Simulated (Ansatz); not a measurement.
# MoS2 (P-3m1) in Ansatz: notebook

Aim: see how the results for MoS2 move with the level of theory and the settings. Levels: RPBE, revPBE, BLYP, r2SCAN. Tasks: band structure.

Program: Ansatz 0.2.0. These are calculated values, not measurements. Logs are shortened: lines on timing, memory, paths and dates and some standing lists are left out, and cuts for length are marked.

### Step 1. The crystal as given

Symmetry: P-3m1, No. 164, trigonal system. Conventional cell: a = 3.227 Å, b = 3.227 Å, c = 6.312 Å, α = 90.00°, β = 90.00°, γ = 120.00°. Mo (site symmetry -3m) is surrounded by 6 S at 2.42 Å. Around S (site symmetry 3m) lie 3 Mo at 2.42 Å.

Measurements of this composition are mostly on another form, of space group No. 194.

### Step 2. Band structure, RPBE

input.yaml reads:

```yaml
crystal:
  lattice:
    - [3.2274645616, 0.0, 0.0]
    - [-1.6137322808, 2.7950663001, 0.0]
    - [0.0, 0.0, 6.31247342]
  atoms:
    - { symbol: Mo, position: [0.0, 0.0, 0.5] }
    - { symbol: S, position: [0.6666666667, 0.3333333333, 0.74468068] }
    - { symbol: S, position: [0.3333333333, 0.6666666667, 0.25531932] }
hamiltonian:
  xc: rpbe
  pseudopotentials: { kind: paw }
kpoints:
  mp_grid: { grid: [9, 9, 4] }
  band_path:
    path:
      - [[0.0, 0.0, 0.0], [0.5, 0.0, 0.0], [0.3333333333, 0.3333333333, 0.0], [0.0, 0.0, 0.0], [0.0, 0.0, 0.5], [0.5, 0.0, 0.5], [0.3333333333, 0.3333333333, 0.5], [0.0, 0.0, 0.5]]
      - [[0.5, 0.0, 0.5], [0.5, 0.0, 0.0]]
      - [[0.3333333333, 0.3333333333, 0.0], [0.3333333333, 0.3333333333, 0.5]]
    npoints: 14
scf:
  occupations: { method: fermi_dirac, width: 0.05 }
  n_extra_bands: 7
output:
  forces: true
  stress: true
  eigenvalues: true
  fatbands: false
```

Potentials or basis: Ansatz PAW.

Launch:

```sh
$ ansatz run input.yaml --threads 2 --pin off --max-ram 5632MiB --backend cpu --events-out ev --progress --plain --runs-dir out
```

Log:

```text
Warning: RAYON_NUM_THREADS=2 ignored (pool sized by the plan → 2); use --threads N
scf.n_extra_bands = 7 over 13 filled bands (N_el = 26.0): the run solves 20 bands
Engine: ansatz 0.2.0, x86_64-unknown-linux-gnu
Pseudopotentials: kind: paw
Pseudopotential: Mo, paw, valence charge 14, recommended cutoff 420 eV (normal), Mo.paw.azcp
Pseudopotential: S, paw, valence charge 6, recommended cutoff 420 eV (normal), S.paw.azcp
Functional definition: RPBE
  parameter kappa = 0.804
  parameter beta = 0.06672455060314922
  exchange = rpbe_x(kappa = kappa, mu = beta*pi^2/3)
  correlation = pbe_c(beta = beta)
Crystal: 3 atoms, lattice volume = 56.945 Å³
Basis set: ecut = 420 eV, 1137 PW (Γ), exchange–correlation on 48×48×90 points (8 copies of the dense FFT grid, shifted against one another)
Bands: 20, of which v1, the nominal top of the filled ones, is band 13 counted from 1 (12 counted from 0)
Symmetry: 12 space group operations
Space group: P-3m1 (ITA 164), of the structure as read, at distance tolerance 3.8e-5 Å
k-points: 43 of 324
Non-local potential: Mo, projectors of the file, l = 0: 3, l = 1: 2, l = 2: 2, l = 3: 1
Non-local potential: S, projectors of the file, l = 0: 2, l = 1: 2, l = 2: 2
PAW form: soft (Blöchl's): semilocal exchange-correlation on the pseudo side does not see the compensation charge
PAW frozen core: Mo, regenerated for the run's functional, and the local potential with it (the file was generated under x = pbe(κ = 0.804, μ = 0.2195149727645171), c = pbe(β = 0.06672455060314922))
PAW frozen core: S, regenerated for the run's functional, and the local potential with it (the file was generated under x = pbe(κ = 0.804, μ = 0.2195149727645171), c = pbe(β = 0.06672455060314922))
PAW one-centre angular grid: Mo, 590 points (default); XC on 64 Gauss nodes
PAW one-centre angular grid: S, 110 points (default); XC on 64 Gauss nodes
Initial density: superposition of atomic densities (neutral atoms: chi_scale 0, normalization atom), corrected by the library's trained network
Initial wavefunctions: pseudopotential atomic-orbital guess
Functional: x = rpbe, c = pbe(β = 0.06672455060314922)
SCF iter   1: F=—  HF=-6775.819820 eV  |F-HF|=—  |Δ(HF+E_count)|=         —  Δρ=6.35e-3  dr2=1.45e-2  ethr=1.77e-3  ⟨swp⟩=6.0  Hψ=4711  notcnv=0  defer=4
preconditioner: auto → LDOS  [insulator: Δε(μ)=0.185 eV  Ē_g=10.198 eV  σ=0.050 eV  W_gap=0.52  n_scr=10 (ndim 8)  ℏωp=20.9 eV  f_vac=0.025  D(μ)=1.09/eV (n_scr^D=2)  ε∞_Penn≈5.2  β→1.0]
SCF iter   2: F=—  HF=-6775.821480 eV  |F-HF|=—  |Δ(HF+E_count)|=   1.66e-3  Δρ=3.13e-3  dr2=9.51e-3  ethr=5.58e-5  ⟨swp⟩=2.0  Hψ=1974  notcnv=0  defer=48
SCF iter   3: F=—  HF=-6775.819105 eV  |F-HF|=—  |Δ(HF+E_count)|=   2.37e-3  Δρ=5.51e-4  dr2=2.57e-4  ethr=3.66e-5  ⟨swp⟩=2.2  Hψ=1151  notcnv=0  defer=48
SCF iter   4: F=—  HF=-6775.819122 eV  |F-HF|=—  |Δ(HF+E_count)|=   1.64e-5  Δρ=1.55e-4  dr2=1.20e-5  ethr=9.87e-7  ⟨swp⟩=2.0  Hψ=1153  notcnv=0  defer=48
SCF iter   5: F=—  HF=-6775.819008 eV  |F-HF|=—  |Δ(HF+E_count)|=   1.14e-4  Δρ=2.29e-5  dr2=2.38e-7  ethr=4.63e-8  ⟨swp⟩=2.0  Hψ=1176  notcnv=0  defer=48
SCF iter   6: F=-6775.819008 eV  HF=-6775.819008 eV  |F-HF|=7.44e-10  |Δ(HF+E_count)|=   2.99e-7  Δρ=6.14e-6  dr2=2.23e-8  ethr=3.85e-10  ⟨swp⟩=10.0  Hψ=4354  notcnv=0
SCF 1 converged in 6 iterations: F = -6775.819008 eV  dr2 = 2.23e-8
NSCF: frozen V_eff on 129 k-points
SCF converged after 6 iterations
Free energy (F): -6775.819008 eV
Harris-Foulkes:  -6775.819008 eV  (|F-HF|=7.44e-10)
Internal energy: -6775.810155 eV  (E = F + TS)
E sigma→0 (E₀):  -6775.814582 eV
Entropy (-TS):   -0.008853 eV (-2.951 meV/atom)
Fermi energy:    10.214221 eV
--- Per-component energies (eV) ---
  E_band       = -177.500389
  E_kinetic    = 654.491841
  E_local      = -2088.930382  (includes V_loc(G=0)·N_el)
  E_nonlocal   = 197.624595
  E_hartree    = 807.457372
  E_xc         = -378.271715
  E_vxc        = -403.721045  (∫ρ·V_xc dr)
  E_paw        = -4414.736297  (= ΣΔE_a)
  E_vpaw       = -151.879988  (= ΣTr[D̂ρ^β])
  E_aug_tail   = 0.000051  (compensation charges beyond the density's cutoff)
  E_ewald      = -1553.281402
  E_core_change = -0.164219  (= ΣΔE_core)
  E_smearing   = -0.008853  (= −TS)
  E_closure    = 0.000000  (closes the sum)
  Σ components = -6775.819008   (vs F -6775.819008, Δ=0.00e0)
--- Forces (eV/Å), atoms counted from 1 ---
  atom   1  Mo     0.00000000     0.00000000     0.00000000
  atom   2  S      0.00000000     0.00000000     0.36009738
  atom   3  S     -0.00000000    -0.00000000    -0.36009738
  max |Σ_I F_I| component: 6.94e-18 eV/Å
--- Stress (GPa, compression-positive) ---
        2.661181      -0.000000       0.000000
       -0.000000       2.661181      -0.000000
       -0.000000      -0.000000       5.537204
  P = ⅓ Tr σ = 3.6199 GPa (36.199 kbar)
--- Band table (eV; the first three rows and the last of 43) ---
  k-point 0: bands = ["-51.5916", "-25.6147", "-25.5924", "-25.5924", "-4.6290", "-3.1950", "3.5795", "6.1783", "6.1783", "8.3583", "9.1856", "9.2657", "9.2657", "9.8720", "9.8720", "13.3909", "13.3909", "16.2911", "16.6044", "19.6787"]
  k-point 1: bands = ["-51.5916", "-25.6147", "-25.5924", "-25.5924", "-4.5498", "-3.3285", "3.9058", "6.1829", "6.1829", "7.4176", "9.2627", "9.2627", "9.8148", "9.8384", "9.8384", "13.4673", "13.4673", "16.1966", "17.2629", "19.7350"]
  k-point 2: bands = ["-51.5916", "-25.6148", "-25.5924", "-25.5924", "-4.4520", "-3.4786", "4.3354", "6.1875", "6.1875", "6.6812", "9.2598", "9.2598", "9.8056", "9.8056", "10.1318", "13.5443", "13.5443", "16.2418", "17.9671", "19.5453"]
  k-point 42: bands = ["-51.5564", "-25.8168", "-25.8168", "-25.5412", "-2.5640", "-2.5640", "4.6739", "4.6739", "5.0217", "6.3876", "6.3876", "6.4500", "10.5949", "10.5949", "10.8552", "13.8233", "13.8233", "17.9980", "17.9980", "18.2062"]
```

It took 8.4 s on 2 threads of Intel Xeon at 2.50GHz (Skylake/Cascade Lake), shared host; peak memory 0.37 GiB.

What came out:

- Free energy: -6775.8190 eV
- Pressure: 3.6 GPa
- Largest force: 0.360 eV/Å
- Band gap on the k mesh: none (metal or under the smearing width)

Forces in eV/Å, atoms in the order of the input:
```
Mo   0.000  0.000  0.000
S    0.000  0.000  0.360
S    0.000  0.000 -0.360
```

Levels at the corners of the path, in eV from the Fermi level:
```
point  band 11  band 12  band 13  band 14  band 15  band 16
    Γ    -1.03    -0.95    -0.95    -0.34    -0.34     3.18
    M    -3.19    -1.78    -1.73     0.93     1.72     3.61
    K    -3.88    -3.44     0.63     0.81     0.81     2.91
    Γ    -1.03    -0.95    -0.95    -0.34    -0.34     3.18
    A    -0.95    -0.95    -0.41    -0.41    -0.08     3.33
    L    -2.43    -2.09    -1.64     0.93     1.73     3.29
    H    -3.83    -3.76     0.38     0.38     0.64     3.61
    A    -0.95    -0.95    -0.41    -0.41    -0.08     3.33
    L    -2.43    -2.09    -1.64     0.93     1.73     3.29
    M    -3.19    -1.78    -1.73     0.93     1.72     3.61
    K    -3.88    -3.44     0.63     0.81     0.81     2.91
    H    -3.83    -3.76     0.38     0.38     0.64     3.61
```

Caveat: this functional lacks dispersion, which binds the layers, so the pressure and a relaxed spacing across them are unreliable; the PAW data sets come from PBE, with cores solved anew for the run's functional, which leaves a small shift of forces and pressure.

### Step 3. Band structure, revPBE

Changes to input.yaml since step 2:

```diff
@@ -10,3 +10,3 @@
 hamiltonian:
-  xc: rpbe
+  xc: revpbe
   pseudopotentials: { kind: paw }
@@ -27,2 +27,2 @@
   eigenvalues: true
-  fatbands: false
+  fatbands: true
```

Potentials or basis: Ansatz PAW.

Launch:

```sh
$ ansatz run input.yaml --threads 2 --pin off --max-ram 5632MiB --backend cpu --events-out ev --progress --plain --runs-dir out
```

Wall time 7.6 s (2 threads of Intel Xeon at 2.50GHz (Skylake/Cascade Lake), shared host); peak memory 0.37 GiB.

Results (log left out):

```yaml
Free_energy: -6771.8642 eV
Pressure: 2.9 GPa
Largest_force: 0.335 eV/Å
Band_gap_on_the_k_mesh: none (metal or under the smearing width)
```

Forces in eV/Å, atoms in the order of the input:
```
Mo   0.000  0.000  0.000
S    0.000  0.000  0.335
S    0.000  0.000 -0.335
```

Stress tensor (GPa, compression positive):
```
1.97 0.00 0.00
0.00 1.97 0.00
0.00 0.00 4.87
```

Levels at the corners of the path, in eV from the Fermi level:
| point | band 9 | band 10 | band 11 | band 12 | band 13 | band 14 | band 15 | band 16 | band 17 | band 18 |
| --- | --- | --- | --- | --- | --- | --- | --- | --- | --- | --- |
| Γ | -4.03 | -1.85 | -1.03 | -0.95 | -0.95 | -0.34 | -0.34 | 3.18 | 3.18 | 6.07 |
| M | -4.74 | -4.10 | -3.18 | -1.78 | -1.72 | 0.93 | 1.72 | 3.61 | 3.86 | 5.61 |
| K | -5.38 | -3.87 | -3.87 | -3.44 | 0.63 | 0.81 | 0.81 | 2.90 | 2.90 | 5.99 |
| Γ | -4.03 | -1.85 | -1.03 | -0.95 | -0.95 | -0.34 | -0.34 | 3.18 | 3.18 | 6.07 |
| A | -4.02 | -3.54 | -0.95 | -0.95 | -0.40 | -0.40 | -0.08 | 3.33 | 3.33 | 6.02 |
| L | -4.75 | -4.15 | -2.42 | -2.09 | -1.63 | 0.93 | 1.73 | 3.30 | 4.66 | 4.79 |
| H | -5.19 | -3.82 | -3.82 | -3.76 | 0.38 | 0.38 | 0.64 | 3.61 | 3.61 | 7.77 |
| A | -4.02 | -3.54 | -0.95 | -0.95 | -0.40 | -0.40 | -0.08 | 3.33 | 3.33 | 6.02 |
| L | -4.75 | -4.15 | -2.42 | -2.09 | -1.63 | 0.93 | 1.73 | 3.30 | 4.66 | 4.79 |
| M | -4.74 | -4.10 | -3.18 | -1.78 | -1.72 | 0.93 | 1.72 | 3.61 | 3.86 | 5.61 |
| K | -5.38 | -3.87 | -3.87 | -3.44 | 0.63 | 0.81 | 0.81 | 2.90 | 2.90 | 5.99 |
| H | -5.19 | -3.82 | -3.82 | -3.76 | 0.38 | 0.38 | 0.64 | 3.61 | 3.61 | 7.77 |

Caveat: this functional lacks dispersion, which binds the layers, so the pressure and a relaxed spacing across them are unreliable; the PAW data sets come from PBE, with cores solved anew for the run's functional, which leaves a small shift of forces and pressure.

### Step 4. Band structure, BLYP

Changes to input.yaml since step 3:

```diff
@@ -10,3 +10,3 @@
 hamiltonian:
-  xc: revpbe
+  xc: blyp
   pseudopotentials: { kind: paw }
@@ -27,2 +27,6 @@
   eigenvalues: true
-  fatbands: true
+  fatbands: false
+  write_density: true
+  write_potential: true
+  elf: true
+  volumetric_format: npy
```

Potentials or basis: Ansatz PAW.

Launch:

```sh
$ ansatz run input.yaml --threads 2 --pin off --max-ram 5632MiB --backend cpu --events-out ev --progress --plain --runs-dir out
```

Log:

```text
Warning: RAYON_NUM_THREADS=2 ignored (pool sized by the plan → 2); use --threads N
scf.n_extra_bands = 7 over 13 filled bands (N_el = 26.0): the run solves 20 bands
[... 4 set-up lines as earlier in the session ...]
Functional definition: BLYP
  parameter beta = 0.0042
  parameter a = 0.04918
  parameter b = 0.132
  parameter c = 0.2533
  parameter d = 0.349
  exchange = b88_x(beta = beta)
  correlation = lyp_c(a = a, b = b, c = c, d = d)
Crystal: 3 atoms, lattice volume = 56.945 Å³
Basis set: ecut = 420 eV, 1137 PW (Γ), exchange–correlation on 48×48×90 points (8 copies of the dense FFT grid, shifted against one another)
Bands: 20, of which v1, the nominal top of the filled ones, is band 13 counted from 1 (12 counted from 0)
[... 2 set-up lines as earlier in the session ...]
k-points: 43 of 324
[... 5 set-up lines as earlier in the session ...]
[... 18 lines left out ...]
Internal energy: -6783.983511 eV  (E = F + TS)
E sigma→0 (E₀):  -6783.988150 eV
Entropy (-TS):   -0.009278 eV (-3.093 meV/atom)
Fermi energy:    10.499648 eV
--- Per-component energies (eV) ---
  E_band       = -169.301058
  E_kinetic    = 658.202279
  E_local      = -2097.016720  (includes V_loc(G=0)·N_el)
  E_nonlocal   = 201.566506
  E_hartree    = 809.136348
  E_xc         = -373.295564
  E_vxc        = -396.220137  (∫ρ·V_xc dr)
  E_paw        = -4429.419001  (= ΣΔE_a)
  E_vpaw       = -154.110039  (= ΣTr[D̂ρ^β])
  E_aug_tail   = 0.000036  (compensation charges beyond the density's cutoff)
  E_ewald      = -1553.281402
  E_core_change = 0.124007  (= ΣΔE_core)
  E_smearing   = -0.009278  (= −TS)
  E_closure    = 0.000000  (closes the sum)
  Σ components = -6783.992789   (vs F -6783.992789, Δ=0.00e0)
--- Forces (eV/Å), atoms counted from 1 ---
  atom   1  Mo     0.00000000     0.00000000     0.00000000
  atom   2  S      0.00000000     0.00000000     0.65987789
  atom   3  S     -0.00000000    -0.00000000    -0.65987789
  max |Σ_I F_I| component: 2.31e-18 eV/Å
--- Stress (GPa, compression-positive) ---
        7.849586       0.000000       0.000000
        0.000000       7.849586      -0.000000
       -0.000000      -0.000000       7.713794
  P = ⅓ Tr σ = 7.8043 GPa (78.043 kbar)
--- Band table (eV; the first three rows and the last of 43) ---
  k-point 0: bands = ["-51.3343", "-25.3459", "-25.3278", "-25.3278", "-4.2855", "-2.8798", "3.9584", "6.4982", "6.4982", "8.6732", "9.4780", "9.5588", "9.5588", "10.1579", "10.1579", "13.6603", "13.6603", "16.8258", "16.8430", "20.0818"]
  k-point 1: bands = ["-51.3343", "-25.3459", "-25.3278", "-25.3278", "-4.2047", "-3.0143", "4.2932", "6.5030", "6.5030", "7.7084", "9.5558", "9.5558", "10.1218", "10.1238", "10.1238", "13.7372", "13.7372", "16.6919", "17.5626", "20.1398"]
  k-point 2: bands = ["-51.3343", "-25.3459", "-25.3278", "-25.3278", "-4.1040", "-3.1667", "4.7444", "6.5077", "6.5077", "6.9463", "9.5529", "9.5529", "10.0906", "10.0906", "10.4420", "13.8146", "13.8146", "16.7737", "18.2996", "19.6573"]
  k-point 42: bands = ["-51.2996", "-25.5488", "-25.5488", "-25.2737", "-2.2732", "-2.2732", "5.0741", "5.0741", "5.4017", "6.7290", "6.7290", "6.8041", "10.8633", "10.8633", "11.1366", "14.0941", "14.0941", "18.3350", "18.3350", "18.3836"]
```

It took 6.2 s on 2 threads of Intel Xeon at 2.50GHz (Skylake/Cascade Lake), shared host; peak memory 0.38 GiB.

What came out:

```
Free energy            : -6783.9928 eV
Pressure               : 7.8 GPa
Largest force          : 0.660 eV/Å
Band gap on the k mesh : none (metal or under the smearing width)
```

Forces in eV/Å, atoms in the order of the input:
```
Mo   0.000  0.000  0.000
S    0.000  0.000  0.660
S    0.000  0.000 -0.660
```

Stress tensor (GPa, compression positive):
```
7.85 0.00 0.00
0.00 7.85 0.00
0.00 0.00 7.71
```

Levels at the corners of the path, in eV from the Fermi level:
```csv
point,band 11,band 12,band 13,band 14,band 15,band 16
Γ,-1.02,-0.94,-0.94,-0.34,-0.34,3.16
M,-3.13,-1.75,-1.67,0.89,1.67,3.59
K,-3.81,-3.36,0.63,0.79,0.79,2.87
Γ,-1.02,-0.94,-0.94,-0.34,-0.34,3.16
A,-0.95,-0.95,-0.41,-0.41,-0.06,3.31
L,-2.35,-2.04,-1.60,0.89,1.68,3.27
H,-3.77,-3.70,0.36,0.36,0.64,3.59
A,-0.95,-0.95,-0.41,-0.41,-0.06,3.31
L,-2.35,-2.04,-1.60,0.89,1.68,3.27
M,-3.13,-1.75,-1.67,0.89,1.67,3.59
K,-3.81,-3.36,0.63,0.79,0.79,2.87
H,-3.77,-3.70,0.36,0.36,0.64,3.59
```

Caveat: this functional lacks dispersion, which binds the layers, so the pressure and a relaxed spacing across them are unreliable; the PAW data sets come from PBE, with cores solved anew for the run's functional, which leaves a small shift of forces and pressure.

(Continued in part 2 of 2.)
